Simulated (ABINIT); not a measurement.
# Pt (P6_3/mmc) in ABINIT: reference runs

Reference runs on Pt: the cell as given and a disturbed copy.

Everything below comes from runs of ABINIT 10.8.3 (patched build). Logs are shortened: lines on timing, memory, paths and dates and some standing lists are left out, and cuts for length are marked. The log counts tension as positive stress, the text compression.

### 1 Starting point

The structure is hexagonal, space group P6_3/mmc (No. 194). Conventional cell: a = 2.761 Å, b = 2.761 Å, c = 4.792 Å, α = 90.00°, β = 90.00°, γ = 120.00°. Pt (site symmetry -6m2) has 12 Pt at 2.76 to 2.88 Å as nearest neighbours.

This isn't the form of Pt at room conditions, which is fcc.

### 2 Single point, PBE

run.abi reads:

```
# Pseudopotentials
pp_dirpath "./"
pseudos "Pt.GGA_PBE-JTH.xml"

# Structure
acell 5.2169019355 5.2169019355 9.0558208125
rprim
     1.0000000000     0.0000000000     0.0000000000
    -0.5000000000     0.8660254038     0.0000000000
     0.0000000000     0.0000000000     1.0000000000
ntypat 1
znucl 78
natom 2
typat 1 1
xred
     0.3333333333     0.6666666667     0.2500000000
     0.6666666667     0.3333333333     0.7500000000

# Plane-wave basis
ecut 16.0
pawecutdg 32.0
pawxcdev 0

# k points
kptopt 1
ngkpt 11 11 6
nshiftk 1
shiftk 0.0 0.0 0.0

# Exchange and correlation
ixc 11

# Bands and occupations
nband 14
occopt 3
tsmear 0.05 eV

# SCF cycle
nstep 100
tolvrs 1.0e-9

# Output
iomode 3
prtwf 0
prtden 0
prteig 0
prtebands 0
```

Potentials or basis: JTH PAW PBE v2.0.

Started as:

```console
abinit run.abi > log 2>&1
```

run.abo:

```text
.Version 10.8.3 of ABINIT
 Symmetries : space group P6_3/m m c (#194); Bravais hP (primitive hexag.)
================================================================================
 Values of the parameters that define the memory need of the present run
     intxc =       0    ionmov =       0      iscf =      17    lmnmax =      18
     lnmax =       6     mgfft =      36  mpssoang =       3    mqgrid =    3001
     natom =       2  nloc_mem =       2    nspden =       1   nspinor =       1
    nsppol =       1      nsym =      24    n1xccc =       1    ntypat =       1
    occopt =       3   xclevel =       2
       mpw =         666          nfft =       14400          nkpt =          64
 PAW method is used; the additional fine FFT grid is defined by:
   mgfftf=        48    nfftf =     43200
================================================================================
================================================================================

--------------------------------------------------------------------------------
------------- Echo of variables that govern the present computation ------------
--------------------------------------------------------------------------------
 -outvars: echo values of preprocessed input variables --------
            acell      5.2169019355E+00  5.2169019355E+00  9.0558208125E+00 Bohr
              amu      1.95080000E+02
             ecut      1.60000000E+01 Hartree
                       outvar_i_n : Printing only first  50 k-points.
              ixc          11
                       outvar_i_n : Printing only first  50 k-points.
         kptrlatt       11    0    0      0   11    0      0    0    6
          kptrlen      5.43349249E+01
            natom           2
            nband          14
            ngfft          20      20      36
          ngfftdg          30      30      48
             nkpt          64
            nstep         100
             nsym          24
           ntypat           1
                       prtocc : prtvol=0, do not print more k-points.
           occopt           3
        pawecutdg      3.20000000E+01 Hartree
         pawxcdev           0
           prtden           0
        prtebands           0
           prteig           0
            prtwf           0
            rprim      1.0000000000E+00  0.0000000000E+00  0.0000000000E+00
                      -5.0000000000E-01  8.6602540380E-01  0.0000000000E+00
                       0.0000000000E+00  0.0000000000E+00  1.0000000000E+00
          spgroup         194
           tolvrs      1.00000000E-09
           tsmear      1.83746611E-03 Hartree
            typat      1  1
           useylm           1
                       outvars : Printing only first  50 k-points.
           xangst      6.4708269282E-16  1.5938710354E+00  1.1980334992E+00
                       1.3803328070E+00  7.9693551768E-01  3.5941004976E+00
            xcart      1.2228090703E-15  3.0119797369E+00  2.2639552031E+00
                       2.6084509677E+00  1.5059898684E+00  6.7918656094E+00
             xred      3.3333333333E-01  6.6666666667E-01  2.5000000000E-01
                       6.6666666667E-01  3.3333333333E-01  7.5000000000E-01
            znucl       78.00000

================================================================================

 chkinp: Checking input parameters for consistency.

================================================================================
== DATASET  1 ==================================================================

--- !DatasetInfo
iteration_state: {dtset: 1, }
dimensions: {natom: 2, nkpt: 64, mband: 14, nsppol: 1, nspinor: 1, nspden: 1, mpw: 666, }
cutoff_energies: {ecut:  16.0, pawecutdg:  32.0, }
electrons: {nelect:   2.00000000E+01, charge:   0.00000000E+00, occopt:   3.00000000E+00, tsmear:   1.83746611E-03, }
meta: {optdriver: 0, ionmov: 0, optcell: 0, iscf: 17, paral_kgb: 0, }
...

 Exchange-correlation functional for the present dataset will be:
  GGA: Perdew-Burke-Ernzerhof functional - ixc=11
  J.P.Perdew, K.Burke, M.Ernzerhof, PRL 77, 3865 (1996)

 Real(R)+Recip(G) space primitive vectors, cartesian coordinates (Bohr,Bohr^-1):
 R(1)=  5.2169019  0.0000000  0.0000000  G(1)=  0.1916846  0.1106692  0.0000000
 R(2)= -2.6084510  4.5179696  0.0000000  G(2)=  0.0000000  0.2213384  0.0000000
 R(3)=  0.0000000  0.0000000  9.0558208  G(3)=  0.0000000  0.0000000  0.1104262
 Unit cell volume ucvol=  2.1344393E+02 bohr^3
 Angles (23,13,12)=  9.00000000E+01  9.00000000E+01  1.20000000E+02 degrees

 Coarse grid specifications (used for wave-functions):

 getcut: wavevector=  0.0000  0.0000  0.0000  ngfft=  20  20  36
         ecut(hartree)=     16.000   => boxcut(ratio)=   2.12908

 Fine grid specifications (used for densities):

 getcut: wavevector=  0.0000  0.0000  0.0000  ngfft=  30  30  48
         ecut(hartree)=     32.000   => boxcut(ratio)=   2.08149

--- Pseudopotential description ------------------------------------------------
- pspini: atom type   1  psp file is ./Pt.GGA_PBE-JTH.xml
 Pseudopotential format is: paw10
 basis_size (lnmax)=  6 (lmn_size= 18), orbitals=   0   0   1   1   2   2
 Spheres core radius: rc_sph= 2.51621648
 Shapefunction is SIN type: shapef(r)=[sin(pi*r/rshp)/(pi*r/rshp)]**2
 Radius for shape functions =  2.25451594
 Compensation charge density is not taken into account in XC energy/potential

   1.27570744E+03                                ecore*ucvol(ha*bohr**3)
--------------------------------------------------------------------------------

================================================================================

--- !BeginCycle
iteration_state: {dtset: 1, }
solver: {iscf: 17, nstep: 100, nline: 4, wfoptalg: 10, }
tolerances: {tolvrs: 1.00E-09, }
...

     iter   Etot(hartree)      deltaE(h)  residm     nres2
 ETOT  1  -53.871681504775    -5.387E+01 3.536E-01 1.616E+01
 ETOT  2  -54.108482746991    -2.368E-01 6.040E-02 9.805E+00
 ETOT  3  -54.040726694893     6.776E-02 2.546E-02 1.356E+00
 ETOT  4  -54.041643982044    -9.173E-04 5.482E-03 6.243E-01
 ETOT  5  -54.038528665341     3.115E-03 6.264E-03 9.702E-02
 ETOT  6  -54.038604379089    -7.571E-05 3.332E-03 1.763E-02
 ETOT  7  -54.038604338273     4.082E-08 2.176E-03 9.619E-04
 ETOT  8  -54.038617191196    -1.285E-05 6.816E-04 1.299E-04
 ETOT  9  -54.038616973716     2.175E-07 4.411E-04 1.151E-05
 ETOT 10  -54.038617022928    -4.921E-08 3.375E-04 1.695E-05
 ETOT 11  -54.038617015038     7.890E-09 2.262E-04 2.328E-06
 ETOT 12  -54.038617012884     2.154E-09 1.836E-04 8.638E-09
 ETOT 13  -54.038617016173    -3.289E-09 1.327E-04 3.572E-07
 ETOT 14  -54.038617014480     1.693E-09 9.646E-05 5.071E-08
 ETOT 15  -54.038617014411     6.980E-11 7.539E-05 1.647E-08
 ETOT 16  -54.038617014376     3.421E-11 4.992E-05 1.866E-09
 ETOT 17  -54.038617014381    -4.853E-12 4.210E-05 2.246E-10

 At SCF step   17       nres2   =  2.25E-10 < tolvrs=  1.00E-09 =>converged.

 Cartesian components of stress tensor (hartree/bohr^3)
  sigma(1 1)= -2.55327608E-05  sigma(3 2)=  0.00000000E+00
  sigma(2 2)= -2.55327618E-05  sigma(3 1)=  0.00000000E+00
  sigma(3 3)=  5.01199906E-05  sigma(2 1)=  0.00000000E+00

--- !ResultsGS
iteration_state: {dtset: 1, }
comment   : Summary of ground state results
lattice_vectors:
- [  5.2169019,   0.0000000,   0.0000000, ]
- [ -2.6084510,   4.5179696,   0.0000000, ]
- [  0.0000000,   0.0000000,   9.0558208, ]
lattice_lengths: [   5.21690,    5.21690,    9.05582, ]
lattice_angles: [ 90.000,  90.000, 120.000, ] # degrees, (23, 13, 12)
lattice_volume:   2.1344393E+02
convergence: {deltae: -4.853E-12, res2:  2.246E-10, residm:  4.210E-05, diffor: null, }
etotal    :  -5.40386170E+01
entropy   :   0.00000000E+00
fermie    :   3.12053865E-01
cartesian_stress_tensor: # hartree/bohr^3
- [ -2.55327608E-05,   0.00000000E+00,   0.00000000E+00, ]
- [  0.00000000E+00,  -2.55327618E-05,   0.00000000E+00, ]
- [  0.00000000E+00,   0.00000000E+00,   5.01199906E-05, ]
pressure_GPa:   9.2728E-03
xred      :
- [  3.3333E-01,   6.6667E-01,   2.5000E-01, Pt]
- [  6.6667E-01,   3.3333E-01,   7.5000E-01, Pt]
cartesian_forces: # hartree/bohr
- [  0.00000000E+00,   0.00000000E+00,  -0.00000000E+00, ]
- [  0.00000000E+00,   0.00000000E+00,  -0.00000000E+00, ]
force_length_stats: {min:   0.00000000E+00, max:   0.00000000E+00, mean:   0.00000000E+00, }
...

 Integrated electronic density in atomic spheres:
 ------------------------------------------------
 Atom  Sphere_radius  Integrated_density
    1        2.51622          8.55941931
    2        2.51622          8.55941931

================================================================================

 ----iterations are completed or convergence reached----

 Mean square residual over all n,k,spin=   18.200E-08; max=  42.105E-06
 reduced coordinates (array xred) for    2 atoms
       0.333333333333      0.666666666667      0.250000000000
       0.666666666667      0.333333333333      0.750000000000
 rms dE/dt=  1.7381E-28; max dE/dt=  1.3463E-28; dE/dt below (all hartree)
    1       0.000000000000     -0.000000000000      0.000000000000
    2       0.000000000000     -0.000000000000      0.000000000000

 cartesian coordinates (angstrom) at end:
    1      0.00000000000000     1.59387103536182     1.19803349918626
    2      1.38033280695474     0.79693551768091     3.59410049755879

 cartesian forces (hartree/bohr) at end:
    1      0.00000000000000     0.00000000000000    -0.00000000000000
    2      0.00000000000000     0.00000000000000    -0.00000000000000
 frms,max,avg= 0.0000000E+00 0.0000000E+00   0.000E+00  0.000E+00  0.000E+00 h/b

 cartesian forces (eV/Angstrom) at end:
    1      0.00000000000000     0.00000000000000    -0.00000000000000
    2      0.00000000000000     0.00000000000000    -0.00000000000000
 frms,max,avg= 0.0000000E+00 0.0000000E+00   0.000E+00  0.000E+00  0.000E+00 e/A
 length scales=  5.216901935500  5.216901935500  9.055820812500 bohr
              =  2.760665613909  2.760665613909  4.792133996745 angstroms
 Fermi (or HOMO) energy (hartree) =   0.31205   Average Vxc (hartree)=  -0.44869
 Eigenvalues (hartree) for nkpt=  64  k points:
 kpt#   1, nband= 14, wtk=  0.00138, kpt=  0.0000  0.0000  0.0000 (reduced coord)
  -0.04348    0.05374    0.16823    0.18714    0.18714    0.20048    0.20048    0.24641
   0.24641    0.28616    0.30407    0.30407    0.48383    0.89186
      occupation numbers for kpt#   1
   2.00000    2.00000    2.00000    2.00000    2.00000    2.00000    2.00000    2.00000
   2.00000    2.00000    1.97435    1.97435    0.00000    0.00000
 prteigrs : prtvol=0 or 1, do not print more k-points.

--- !EnergyTerms
iteration_state     : {dtset: 1, }
comment             : Components of total free energy in Hartree
kinetic             :  1.64060621029091E+01
hartree             :  4.37467192214003E+00
xc                  : -5.79656405213238E+00
Ewald energy        : -6.08563192432635E+01
psp_core            :  5.97678026525378E+00
local_psp           : -1.89334719425062E+01
PAW spherical_terms :  4.79152989272801E+00
internal            : -5.40373110548712E+01
'-kT*entropy'       : -1.32723740839479E-03
total_energy        : -5.40386382922796E+01
total_energy_eV     : -1.47046625877808E+03
...

--- !EnergyTermsDC
iteration_state     : {dtset: 1, }
comment             : '"Double-counting" decomposition of free energy'
band_energy         :  3.78997040594416E+00
Ewald energy        : -6.08563192432635E+01
psp_core            :  5.97678026525378E+00
xc_dc               : -3.44227603779997E+00
PAW spherical_terms :  4.94554832892768E-01
internal            : -5.40372897769728E+01
'-kT*entropy'       : -1.32723740839479E-03
total_energy_dc     : -5.40386170143812E+01
total_energy_dc_eV  : -1.47046567977697E+03
...

--- !EnergyTermsWithPAWCore
iteration_state     : {dtset: 1, }
comment             : 'Components of total free energy, including PAW core contributions'
Total energy        : -3.68274741188028E+04
Total energy DC     : -3.68274740975249E+04
Total energy (eV)   : -1.00212662271061E+06
Total energy DC (eV): -1.00212662213161E+06
...

 Cartesian components of stress tensor (hartree/bohr^3)
  sigma(1 1)= -2.55327608E-05  sigma(3 2)=  0.00000000E+00
  sigma(2 2)= -2.55327618E-05  sigma(3 1)=  0.00000000E+00
  sigma(3 3)=  5.01199906E-05  sigma(2 1)=  0.00000000E+00

-Cartesian components of stress tensor (GPa)         [Pressure=  9.2728E-03 GPa]
- sigma(1 1)= -7.51199759E-01  sigma(3 2)=  0.00000000E+00
- sigma(2 2)= -7.51199788E-01  sigma(3 1)=  0.00000000E+00
- sigma(3 3)=  1.47458103E+00  sigma(2 1)=  0.00000000E+00

== END DATASET(S) ==============================================================
================================================================================

 -outvars: echo values of variables after computation  --------
            acell      5.2169019355E+00  5.2169019355E+00  9.0558208125E+00 Bohr
           etotal     -5.4038617014E+01
            fcart      0.0000000000E+00  0.0000000000E+00 -0.0000000000E+00
                       0.0000000000E+00  0.0000000000E+00 -0.0000000000E+00
            rprim      1.0000000000E+00  0.0000000000E+00  0.0000000000E+00
                      -5.0000000000E-01  8.6602540380E-01  0.0000000000E+00
                       0.0000000000E+00  0.0000000000E+00  1.0000000000E+00
           strten     -2.5532760831E-05 -2.5532761836E-05  5.0119990580E-05
                       0.0000000000E+00  0.0000000000E+00  0.0000000000E+00
           xangst      6.4708269282E-16  1.5938710354E+00  1.1980334992E+00
                       1.3803328070E+00  7.9693551768E-01  3.5941004976E+00
             xred      3.3333333333E-01  6.6666666667E-01  2.5000000000E-01
                       6.6666666667E-01  3.3333333333E-01  7.5000000000E-01
 Calculation completed.
```

It took 18 s on 1 thread of Intel Xeon 6975P-C (Granite Rapids), shared host; peak memory 0.12 GiB.

What came out:

```yaml
Free_energy: -1470.4657 eV
Pressure: 0.0 GPa
Band_gap_on_the_k_mesh: none (metal or under the smearing width)
Valence_electrons_inside_the_program's_atomic_spheres: Pt 8.56 (radii [1.3315] Å)
```

Levels at points of the mesh, in eV from the Fermi level:
| k point | band 6 | band 7 | band 8 | band 9 | band 10 | band 11 | band 12 | band 13 | band 14 |
| --- | --- | --- | --- | --- | --- | --- | --- | --- | --- |
| (0.00, 0.00, 0.00) | -3.04 | -3.04 | -1.79 | -1.79 | -0.70 | -0.22 | -0.22 | 4.67 | 15.78 |
| (0.00, 0.00, 0.50) | -3.39 | -3.39 | -3.39 | -0.79 | -0.79 | -0.79 | -0.79 | 12.01 | 12.01 |

The run has no spin-orbit coupling, so splittings on Pt are missing.

### 3 Single point, PBE (atoms moved at random, drawn with an rms of 0.05 Å)

run.abi reads:

```
pp_dirpath "./"
pseudos "Pt.GGA_PBE-JTH.xml"

acell 5.2169019355 5.2169019355 9.0558208125
rprim
     1.0000000000     0.0000000000     0.0000000000
    -0.5000000000     0.8660254038     0.0000000000
     0.0000000000     0.0000000000     1.0000000000
ntypat 1
znucl 78
natom 2
typat 1 1
xcart
    -0.0429076453     1.6448103578     1.2117198347
     1.4132482240     0.7717284478     3.5623813651 Angstrom
chkprim 0
chksymtnons 0
tolsym 1.0e-6

ecut 16.0
pawecutdg 32.0
pawxcdev 0

kptopt 1
ngkpt 11 11 6
nshiftk 1
shiftk 0.0 0.0 0.0

ixc 11

nband 14
occopt 3
tsmear 0.05 eV

nstep 100
tolvrs 1.0e-9

iomode 3
prtwf 0
prtden 0
prteig 0
prtebands 0
enunit 1
```

Potentials or basis: JTH PAW PBE v2.0.

Started as:

```console
abinit run.abi > log 2>&1
```

run.abo:

```text
.Version 10.8.3 of ABINIT
 Symmetries : space group P-1 (#  2); Bravais aP (primitive triclinic)
================================================================================
 Values of the parameters that define the memory need of the present run
     intxc =       0    ionmov =       0      iscf =      17    lmnmax =      18
     lnmax =       6     mgfft =      36  mpssoang =       3    mqgrid =    3001
     natom =       2  nloc_mem =       2    nspden =       1   nspinor =       1
    nsppol =       1      nsym =       2    n1xccc =       1    ntypat =       1
    occopt =       3   xclevel =       2
       mpw =         666          nfft =       14400          nkpt =         364
 PAW method is used; the additional fine FFT grid is defined by:
   mgfftf=        48    nfftf =     43200
================================================================================
================================================================================

--------------------------------------------------------------------------------
[... 242 lines left out ...]
- sigma(2 2)= -1.28311498E+00  sigma(3 1)=  1.53683345E-01
- sigma(3 3)=  8.69813917E-01  sigma(2 1)= -1.41735207E-01

== END DATASET(S) ==============================================================
================================================================================

 -outvars: echo values of variables after computation  --------
            acell      5.2169019355E+00  5.2169019355E+00  9.0558208125E+00 Bohr
           etotal     -5.4038360922E+01
            fcart     -1.2412473262E-03  4.4244007337E-04 -8.9358337424E-03
                       1.2412473262E-03 -4.4244007337E-04  8.9358337424E-03
            rprim      1.0000000000E+00  0.0000000000E+00  0.0000000000E+00
                      -5.0000000000E-01  8.6602540380E-01  0.0000000000E+00
                       0.0000000000E+00  0.0000000000E+00  1.0000000000E+00
           strten     -2.1588822081E-05 -4.3612191570E-05  2.9564374130E-05
                      -7.2635325982E-06  5.2235907346E-06 -4.8174817822E-06
           xangst     -4.2907645300E-02  1.6448103578E+00  1.2117198347E+00
                       1.4132482240E+00  7.7172844780E-01  3.5623813651E+00
             xred      3.2844400023E-01  6.8797300045E-01  2.5285600017E-01
                       6.7331800045E-01  3.2279000023E-01  7.4338100051E-01
 Calculation completed.
```

Wall time 78 s (1 thread of Intel Xeon 6975P-C (Granite Rapids), shared host); peak memory 0.21 GiB.

Results:

```
Free energy                                           : -1470.4587 eV
Pressure                                              : 0.3 GPa
Largest force                                         : 0.464 eV/Å
Band gap on the k mesh                                : none (metal or under the smearing width)
Valence electrons inside the program's atomic spheres : Pt 8.56, 8.55 (radii [1.3315] Å)
```

Forces in eV/Å, atoms in the order of the input:
```
Pt  -0.064  0.023 -0.459
Pt   0.064 -0.023  0.459
```

Spin-orbit coupling is left out, which matters for the levels of Pt.
